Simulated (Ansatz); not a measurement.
# Al(111) with 4 layers of random Al-Li, 2x2: scattering by chemical disorder

How strongly does chemical disorder scatter in Al(111) with 4 layers of random Al-Li, 2x2?

Method: Ansatz plane-wave DFT, PBE, PAW files; ballistic transport by layer matching (Landauer), zero bias; PAW set soft_1, in Ansatz 0.2.0.

Report form: the programs' logs are mostly left out.

## Step 1: The starting structure

The cell holds 40 atoms: 38 Al and 2 Li. Its edges and angles: a = 5.725 Å, b = 5.725 Å, c = 23.429 Å, α = 93.5°, β = 86.5°, γ = 120.0°. It derives from Al. Regions: lead, 24 atoms (24 Al); scattering region, 16 atoms (14 Al and 2 Li). The structure is stacked along c, and the current runs across the ab planes.

## Step 2: With 4 alloy layers

In 4 layers a share of 0.125 of the sites is given to Li at random. The layers about the cell's end stay perfect and serve as the lead. Energies from -0.05 to 0.05 eV in steps of 0.05 eV are too few for the program's thermal sum, so it prints no conductance; for a metal the transmission near the Fermi level serves, at a fraction of the cost.

input.yaml

```yaml
crystal:
  lattice:
    - [5.7246940741, 0.0, 0.0]
    - [-2.862347037, 4.957730497, 0.0]
    - [1.4311735185, -0.8262884162, 23.3709656917]
  atoms:
    - { symbol: Al, position: [0.9916666667, 0.0083333333, 0.05] }
    - { symbol: Al, position: [0.9916666667, 0.5083333333, 0.05] }
    - { symbol: Al, position: [0.4916666667, 0.0083333333, 0.05] }
    - { symbol: Al, position: [0.4916666667, 0.5083333333, 0.05] }
    - { symbol: Al, position: [0.1416666667, 0.3583333333, 0.15] }
    - { symbol: Al, position: [0.1416666667, 0.8583333333, 0.15] }
    - { symbol: Al, position: [0.6416666667, 0.3583333333, 0.15] }
    - { symbol: Al, position: [0.6416666667, 0.8583333333, 0.15] }
[... 28 atom lines left out ...]
    - { symbol: Al, position: [0.8416666667, 0.1583333333, 0.95] }
    - { symbol: Al, position: [0.8416666667, 0.6583333333, 0.95] }
    - { symbol: Al, position: [0.3416666667, 0.1583333333, 0.95] }
    - { symbol: Al, position: [0.3416666667, 0.6583333333, 0.95] }
kpoints:
  mp_grid: { grid: [5, 5, 1] }
hamiltonian:
  xc: pbe
  pseudopotentials: { kind: paw, azcp: { folder: soft_1 } }
scf:
  occupations: { method: fermi_dirac, width: 0.1 }
output:
  transmission:
    leads: [[0, 4]]
    kmesh: [10, 10]
    e_range: [-0.05, 0.05]
    de: 0.05
  write_potential: true
  write_density: true
  volumetric_format: npy
```

The run is started by

```bash
$ ansatz run input.yaml --threads 4 --pin off --max-ram 15360MiB --backend cpu --events-out ev --progress --plain --runs-dir out
```

The job ended after 2.2 min (4 threads of Intel Xeon Platinum 8488C (Sapphire Rapids), shared host; peak memory 2.1 GiB; 7.1 min of CPU time).

Numbers from this step:

- free energy: -20835.1911 eV
- energy at zero smearing: -20834.9203 eV
- Fermi energy: 7.610 eV
- cell area: 28.38 Å²
- transmission per spin nearest the Fermi level: 3.875
- open channels per spin nearest the Fermi level: 5.39
- step of the lead's potential: 23 meV

Per spin. Table of transmission, zone mean by energy, zero at the Fermi level:

| energy (eV) | transmission, zone mean |
| --- | --- |
| -0.0500 | 3.82 |
| 0.0000 | 3.88 |
| 0.0500 | 3.96 |

Per spin. Table of open channels, zone mean, lead by energy, zero at the Fermi level:

| energy (eV) | open channels, zone mean, lead |
| --- | --- |
| -0.0500 | 5.23 |
| 0.0000 | 5.39 |
| 0.0500 | 5.59 |

Transmission over k1 and k2. At 0.0000 eV from the Fermi level.

Values, 10 rows by 10 columns:
```
3.68 4.37 4.51 4.39 4.25 4.16 3.70 2.67 2.98 1.99
3.07 4.51 2.77 4.81 4.84 3.10 4.04 3.02 2.94 2.98
3.26 4.39 4.81 4.76 4.52 4.83 4.80 3.94 3.02 2.67
3.65 4.25 4.84 4.52 4.00 4.00 4.27 4.80 4.04 3.70
3.68 4.16 3.10 4.83 4.00 5.12 4.00 4.83 3.10 4.16
3.65 3.70 4.04 4.80 4.27 4.00 4.00 4.52 4.84 4.25
3.26 2.67 3.02 3.94 4.80 4.83 4.52 4.76 4.81 4.39
3.07 2.98 2.94 3.02 4.04 3.10 4.84 4.81 2.77 4.51
3.68 1.99 2.98 2.67 3.70 4.16 4.25 4.39 4.51 4.37
3.87 3.68 3.07 3.26 3.65 3.68 3.65 3.26 3.07 3.68
```
Columns: k1 (b1) from -0.5 to 0.4; rows upwards: k2 (b2) from -0.5 to 0.4.

Open channels over k1 and k2. At 0.0000 eV from the Fermi level.

Ten even steps from '_' (3.00) to '@' (7.00):
```
++####++####++__::__
::##::@@@@++##::::::
::++@@@@@@@@@@++::__
++##@@@@####@@@@##++
::##++@@##@@##@@++##
++++##@@@@####@@@@##
::__::++@@@@@@@@@@++
::::::::##++@@@@::##
++__::__++####++####
::++::::++::++::::++
```
Columns: k1 (b1) from -0.5 to 0.4; rows upwards: k2 (b2) from -0.5 to 0.4.

Over the solved energies the transmission per spin lies between 3.82 and 3.96, out of 5.40 channels of the lead on average (up to 5.59).

## Step 3: With 8 alloy layers

In 8 layers a share of 0.125 of the sites is given to Li at random. A fresh draw is used; the growth of the resistance with length is what counts.

System of this step: Al(111) with 8 layers of random Al-Li, 2x2. The cell holds 56 atoms: 52 Al and 4 Li. Its edges and angles: a = 5.725 Å, b = 5.725 Å, c = 32.761 Å, α = 87.5°, β = 92.5°, γ = 120.0°. It derives from Al. Regions: lead, 24 atoms (24 Al); scattering region, 32 atoms (28 Al and 4 Li). The structure is stacked along c, and the current runs across the ab planes.

input.yaml

```yaml
crystal:
  lattice:
    - [5.7246940741, 0.0, 0.0]
    - [-2.862347037, 4.957730497, 0.0]
    - [-1.4311735185, 0.8262884162, 32.7193519684]
  atoms:
    - { symbol: Al, position: [0.005952381, 0.994047619, 0.0357142857] }
    - { symbol: Al, position: [0.005952381, 0.494047619, 0.0357142857] }
    - { symbol: Al, position: [0.505952381, 0.994047619, 0.0357142857] }
    - { symbol: Al, position: [0.505952381, 0.494047619, 0.0357142857] }
    - { symbol: Al, position: [0.1845238095, 0.3154761905, 0.1071428571] }
    - { symbol: Al, position: [0.1845238095, 0.8154761905, 0.1071428571] }
    - { symbol: Al, position: [0.6845238095, 0.3154761905, 0.1071428571] }
    - { symbol: Al, position: [0.6845238095, 0.8154761905, 0.1071428571] }
[... 44 atom lines left out ...]
    - { symbol: Al, position: [0.3273809524, 0.1726190476, 0.9642857143] }
    - { symbol: Al, position: [0.3273809524, 0.6726190476, 0.9642857143] }
    - { symbol: Al, position: [0.8273809524, 0.1726190476, 0.9642857143] }
    - { symbol: Al, position: [0.8273809524, 0.6726190476, 0.9642857143] }
kpoints:
  mp_grid: { grid: [5, 5, 1] }
hamiltonian:
  xc: pbe
  pseudopotentials: { kind: paw, azcp: { folder: soft_1 } }
scf:
  occupations: { method: fermi_dirac, width: 0.1 }
output:
  transmission:
    leads: [[0, 4]]
    kmesh: [10, 10]
    e_range: [-0.05, 0.05]
    de: 0.05
  write_potential: true
  write_density: true
  volumetric_format: npy
```

Run time: 3.2 min. Hardware: 4 threads; peak memory 2.9 GiB.

Numbers from this step:

```yaml
free_energy: -28770.5976 eV
energy_at_zero_smearing: -28770.2300 eV
fermi_energy: 7.481 eV
transmission_per_spin_nearest_the_fermi_level: 3.510
open_channels_per_spin_nearest_the_fermi_level: 5.59
step_of_the_lead_s_potential: 11.2 meV
```

Per spin. The transmission, zone mean by energy, zero at the Fermi level:

| energy (eV) | transmission, zone mean |
| --- | --- |
| -0.0500 | 3.44 |
| 0.0000 | 3.51 |
| 0.0500 | 3.48 |

Over the solved energies the transmission per spin lies between 3.44 and 3.51, out of 5.53 channels of the lead on average (up to 5.59).

## Step 4: With 12 alloy layers

In 12 layers a share of 0.125 of the sites is given to Li at random. A fresh draw is used; the growth of the resistance with length is what counts.

System of this step: Al(111) with 12 layers of random Al-Li, 2x2. The cell holds 72 atoms: 66 Al and 6 Li. Cell: a = 5.725 Å, b = 5.725 Å, c = 42.068 Å, α = 90.0°, β = 90.0°, γ = 120.0°. It derives from Al. Regions: lead, 24 atoms (24 Al); scattering region, 48 atoms (42 Al and 6 Li). The structure is stacked along c, and the current runs across the ab planes.

input.yaml

```yaml
crystal:
  lattice:
    - [5.7246940741, 0.0, 0.0]
    - [-2.862347037, 4.957730497, 0.0]
    - [0.0, 0.0, 42.0677382451]
  atoms:
    - { symbol: Al, position: [0.0, 0.0, 0.0277777778] }
    - { symbol: Al, position: [0.0, 0.5, 0.0277777778] }
    - { symbol: Al, position: [0.5, 0.0, 0.0277777778] }
    - { symbol: Al, position: [0.5, 0.5, 0.0277777778] }
    - { symbol: Al, position: [0.1666666667, 0.3333333333, 0.0833333333] }
    - { symbol: Al, position: [0.1666666667, 0.8333333333, 0.0833333333] }
    - { symbol: Al, position: [0.6666666667, 0.3333333333, 0.0833333333] }
    - { symbol: Al, position: [0.6666666667, 0.8333333333, 0.0833333333] }
[... 60 atom lines left out ...]
    - { symbol: Al, position: [0.3333333333, 0.1666666667, 0.9722222222] }
    - { symbol: Al, position: [0.3333333333, 0.6666666667, 0.9722222222] }
    - { symbol: Al, position: [0.8333333333, 0.1666666667, 0.9722222222] }
    - { symbol: Al, position: [0.8333333333, 0.6666666667, 0.9722222222] }
kpoints:
  mp_grid: { grid: [5, 5, 1] }
hamiltonian:
  xc: pbe
  pseudopotentials: { kind: paw, azcp: { folder: soft_1 } }
scf:
  occupations: { method: fermi_dirac, width: 0.1 }
output:
  transmission:
    leads: [[0, 4]]
    kmesh: [10, 10]
    e_range: [-0.05, 0.05]
    de: 0.05
  write_potential: true
  write_density: true
  volumetric_format: npy
```

Run time: 7 min. Hardware: 4 threads; peak memory 4.9 GiB; 23 min of CPU time.

Numbers from this step:

```
free energy                                   : -36705.5697 eV
energy at zero smearing                       : -36705.1154 eV
Fermi energy                                  : 7.370 eV
transmission per spin nearest the Fermi level : 3.017
step of the lead's potential                  : 8 meV
```

Per spin. Transmission, zone mean against energy, zero at the Fermi level:

| energy (eV) | transmission, zone mean |
| --- | --- |
| -0.0500 | 2.92 |
| 0.0000 | 3.02 |
| 0.0500 | 3.00 |

Over the solved energies the transmission per spin lies between 2.92 and 3.02, out of 5.46 channels of the lead on average (up to 5.59).

## Step 5: The fit

This step: Ansatz plane-wave DFT, PBE, PAW files; ballistic transport by layer matching (Landauer), zero bias; residual resistivity from the slope of the area resistance, atoms on the host's lattice; PAW set soft_1 (Ansatz 0.2.0).

This step gave:

| Property | Result |
| --- | --- |
| resistivity | 15.78 µΩ cm |
| intercept | 0.1101 fΩ m² |
| scatter about the fit | 0.009835 fΩ m² |

Resistance, by row:

| run | length (Å) | T | channels N | RA (fΩ m²) |
| --- | --- | --- | --- | --- |
| n4 | 9.348 | 3.887 | 5.403 | 0.2646 |
| n8 | 18.7 | 3.477 | 5.53 | 0.3912 |
| n12 | 28.05 | 2.978 | 5.463 | 0.5596 |

Area resistance against length of the alloy:

| length of the alloy (Å) | area resistance (fΩ m²) |
| --- | --- |
| 9.35 | 0.265 |
| 18.70 | 0.391 |
| 28.05 | 0.560 |

The area resistance goes from 0.26 to 0.56 fΩ m² between 9.3 and 28.0 Å, a slope of 16 µΩ cm.

By hand from the end points: (0.5596 − 0.2646) fΩ m² / (28.05 − 9.35) Å = 16 µΩ cm, since 1 fΩ m² per Å is 1000 µΩ cm.

## Step 6: Outcome

```
resistivity from the slope  : 15.8 µΩ cm
area resistance over 9.35 Å : 0.265 fΩ m²
area resistance over 18.7 Å : 0.391 fΩ m²
area resistance over 28.0 Å : 0.560 fΩ m²
```

**Reading.** The slope gives 16 µΩ cm. The points scatter by 0.0098 fΩ m² about the line, with one random draw a length in a 2x2 cell, so the slope is a rough value. The lead's own channel count moves between the runs (5.40, 5.53 and 5.46), which shifts RA and the slope too. Read with a model of isotropic scattering on a spherical Fermi surface and the lead's 1.5×10¹⁵ S/m², this slope means a mean free path near 34 Å; over these lengths the model's slope is 1.05 times its bulk resistivity, which would be 15 µΩ cm. The draw over the shortest length came out nearly ordered, with 8 symmetry operations, so that point is a poor sample of a random alloy. The atoms sit on the host's lattice, so scattering by size misfit is left out.

[Logs are printed without paths, hosts, clocks, repeated set-up lines and the standing remarks that a program may print on its own settings, such as how far it seeks lower states.]

[Hosts, paths, dates, database ids (printed as entryN), source tags and the programs' standing remarks are cut or masked in the printed files.]
